**Smearing entropy of TaN against volume: an estimate by hand**

How much entropy does a fixed smearing of the Fermi level put into a metal, and how does that amount change when the crystal is squeezed or stretched? Smearing replaces the sharp edge between filled and empty states by a soft one, so that sums over a finite mesh of k points settle down. The price is an artificial entropy term in the energy. For rocksalt TaN this term can be carried from one volume to another with a single multiplication.

Rocksalt TaN at six volumes, computed with Ansatz 0.2.0 using the PBEsol functional, scalar-relativistic PAW and a plane-wave cutoff of 420 eV, without spin polarization. All runs use a four-atom cell, a 16×16×12 k mesh and Gaussian smearing with a width of 0.1 eV; the smearing entropy term is −TS.

```csv
volume (Å³/atom),shortest distance (Å),smearing entropy term (meV/atom)
9.558,2.122,-2.240
10.008,2.155,-2.330
10.473,2.188,-2.440
10.951,2.221,-2.550
11.444,2.253,-2.670
11.951,2.286,-2.800
```

The column gives $-TS$, which is negative; below, $TS$ means its size. Here $T$ is no real temperature, since the smearing width $\sigma$ takes its place. The values belong to the chosen width and are not the thermal entropy of TaN. The crystal is metallic at all six volumes and keeps the same structure, so the rows differ only in how far apart the atoms are.

**Where the term comes from**

A state far below the Fermi level is full and a state far above it is empty, and neither carries entropy. Only states within one or two widths of the Fermi level are noticeably part-filled. With Gaussian smearing, a state at energy $\varepsilon$ contributes

$$\frac{\sigma}{2\sqrt{\pi}}\,e^{-x^2},\qquad x=\frac{\varepsilon-\mu}{\sigma},$$

where $\mu$ is the Fermi level. Let $N$ be the density of states there, in states per eV and atom with both spins counted. If $N$ hardly changes across the narrow window, the sum over states becomes an integral over a bell curve:

$$TS=\frac{\sigma^2N}{2}.$$

One factor $\sigma$ counts how many states lie in the window, and the other sets how much each of them adds. At fixed width only $N$ is left to vary. The table is then a record of how the density of states at the Fermi level responds to volume, provided that $N$ is flat enough over a few tenths of an eV and that the k mesh samples this window well. The runs give no density of states and share a single mesh, so neither proviso is tested here. The second is in doubt. In bands several eV wide, the levels at neighbouring points of this mesh are expected to lie further apart than the width of 0.1 eV, and the stress in these cubic cells differs between the axes by 0.08 to 0.19 GPa, which points to a mesh that is not fully converged. A sum this coarse can shift both the size of the term and the power with which it follows the volume.

Read backwards at the volume of 10.473 Å³/atom, the formula gives $N = 2\times 2.44\ \text{meV}/(0.1\ \text{eV})^2$, or about 0.49 states per eV and atom. A window 0.1 eV wide therefore holds only about a twentieth of a state per atom. That is why the term is a few meV although the width is 100 meV.

**Two limits for the volume**

Pulling atoms apart weakens the overlap of their orbitals. Electrons hop less easily, the bands become narrower, and the same number of states is packed into a smaller range of energy. Averaged over the band, the density of states per atom therefore rises, and the entropy term is expected to follow. How fast it rises depends on the kind of electron, and two limiting cases can be worked out on paper.

In the first limit the electrons are free. Their Fermi energy is purely kinetic and falls as $V^{-2/3}$, where $V$ is the volume per atom. Since $N$ is the number of electrons per atom divided by the Fermi energy, times 3/2, it grows as $V^{2/3}$.

In the second limit the electrons sit in d orbitals and hop directly from one metal atom to the next. The standard result for such hopping is a fall with the fifth power of the distance, which is $V^{-5/3}$. If the band keeps its shape while its width shrinks, $N$ grows as $V^{5/3}$.

The states at the Fermi level of rocksalt TaN are expected to be mainly Ta 5d with some N 2p mixed in; the runs do not resolve them by orbital. That places the expectation nearer the d limit than the free-electron one, and hopping by way of nitrogen would make the power steeper still. The two limits are yardsticks and not a guaranteed bracket, and theory at this level does not supply the value.

**The rule**

The table supplies the value. From the smallest to the largest volume, both the volume and the entropy term grow by 25 %. The working rule is a plain proportion,

$$TS(V)=TS(V_0)\,\frac{V}{V_0}.$$

I take $V_0$ = 10.473 Å³/atom as the anchor, because the computed pressure there is practically zero. The one constant of the rule is then 2.44/10.473, or 0.233 meV/Å³. In words, at this width and on this mesh each cubic ångström of the crystal carries about the same smearing entropy, however the atoms are spaced within the range of the table.

When all edges are stretched alike, volume goes as the cube of the bond length. One per cent on the Ta–N distance is then three per cent on the entropy term. This form is handy when a strain is known rather than a volume.

**Worked on the most stretched row**

The largest volume is 11.951 Å³/atom. The ratio to the anchor is 11.951/10.473 = 1.141, so the rule gives 2.44 × 1.141 = 2.78 meV/atom. The calculation gives 2.80 meV/atom, and the estimate is low by 0.6 % of that value.

The same row shows what the two limits would have said. Free-electron scaling from the same anchor gives 2.66 meV/atom, which is too little. Pure d-band scaling gives 3.04 meV/atom, which is too much. The computed value lies between them, somewhat nearer to the free-electron side.

**Worked on the most compressed row**

The smallest volume is 9.558 Å³/atom, and its ratio to the anchor is 9.558/10.473 = 0.913. The rule gives 2.44 × 0.913 = 2.23 meV/atom against a computed 2.24 meV/atom, again about 0.6 % low. The limits change places here, as they must: the d-band power now gives too little and the free-electron power too much.

Neither of these rows set the constant. They did help to choose the power, however, since I settled on a plain proportion after seeing the whole table. The small misses show how well one constant describes this crystal; they are not a blind test of the power.

**How good it is, and how it begins to fail**

These two end rows are the worst cases. Against the unrounded entropies of the same runs the rule is low by 0.5 % at the compressed end and by 0.7 % at the stretched end, and the three other rows that the anchor does not fix agree with it to 0.3 % or better. For comparison, the free-electron power misses by up to 5 % of the computed value and the d-band power by up to 9 %. Even the wrong limit would thus give a usable estimate over this range, because the volume changes by only 14 % or less from the anchor.

The rule is low at both ends, and that is a pattern rather than scatter. The unrounded entropies of the same runs give the local power of the volume from one row to the next. It climbs steadily from 0.93 between the two smallest volumes to 1.09 between the two largest. On compression the term thus falls more slowly than the volume, and on strong expansion it rises faster, so a straight proportion runs below the computed curve on both sides.

A comparison of the two ends alone would hide this. Both estimates are low by nearly the same fraction, so their ratio comes out right and the end-to-end power is 1.01. The proportion is the average of a slowly changing power, not a law of the material. Nor does the smoothness of the drift show that it belongs to the material: on a fixed mesh the same few levels slide smoothly through the smearing window as the bands narrow, and that alone is expected to bend the power. If the drift goes on beyond the table, the rule will fall further behind in both directions.

**Do all the bands narrow alike?**

The simplest picture of narrowing is that every band energy shrinks by one common factor. The runs allow a check on this. Count the bands that the electrons would fill if TaN were an insulator: the top of the last of these lies above the bottom of the next band, and this overlap in energy is what makes the crystal a metal on the mesh. It shrinks from 4.70 eV at the smallest volume to 3.39 eV at the largest, which supports the idea that the bands narrow.

With one common factor, the density of states would rise exactly as the overlap falls, and the product of overlap and entropy term would stay constant. Instead the product drops by about 10 % from the smallest to the largest volume. If the entropy term follows $N$, as assumed above, the density of states at the Fermi level grows more slowly than this one measure of the bands would suggest. One reading is that different parts of the band structure respond differently to volume, for instance through a change in the shape of the d band near the Fermi level. The other is that the term on this mesh does not follow $N$ closely, since coarse sampling can lower the power even when all bands narrow alike. These runs cannot tell the two apart; that would take the same volumes on a denser mesh, and then a density of states resolved by orbital.

**Without an anchor**

If no computed value exists, the free-electron limit still gives a first size. TaN has ten valence electrons, five per atom. At the anchor volume a gas of that density has a Fermi energy of roughly 22 eV, so $N$ is about 1.5 × 5/22 = 0.34 states per eV and atom. Then $TS$ = (0.1 eV)² × 0.34/2, or about 1.7 meV/atom, roughly 30 % below the computed value. The count is generous, because eight of the ten electrons are expected to sit in filled bands of mainly nitrogen character. For a free gas at fixed volume $N$ goes as the cube root of the electron number, so counting only the remaining two would give a smaller value still. A model without any d band deserves trust only for the order of magnitude.

**Where to stop using the rule**

The width enters as its square, so doubling $\sigma$ should make the term four times as large. That follows from the formula and is not tested here, because all rows share one width. It also requires $N$ to stay flat over the wider window and the mesh to be fine enough for both widths. The constant of the rule belongs to this mesh as well, so a different mesh needs a new anchor.

Very large volumes set a limit of another kind. As the atoms separate, the bands end up narrower than the smearing itself. No state can add more than $\sigma/(2\sqrt{\pi})$, about 28 meV at this width, so growth must then level off. The table is far from that regime.

The rule also assumes the same crystal throughout. Rocksalt TaN with equal numbers of both atoms is not the ground state, and here the fixed cell and the symmetry hold it in place even under strong tension. A distorted or different structure has its own density of states and needs its own anchor.

**What it means for a computed volume**

For Gaussian smearing, the free energy lies below its zero-width value by half of $TS$. A term proportional to volume therefore acts as a constant outward pressure, equal to half its slope. Here that comes to about 0.02 GPa, while the pressures of the runs extend from 40 GPa in compression to −35 GPa in tension. By this estimate, the chosen width hardly moves the equilibrium volume of TaN, even though the entropy term itself changes by a quarter over the table. The sampling appears to matter more: at the anchor volume the stress differs between the cubic axes by 0.14 GPa.
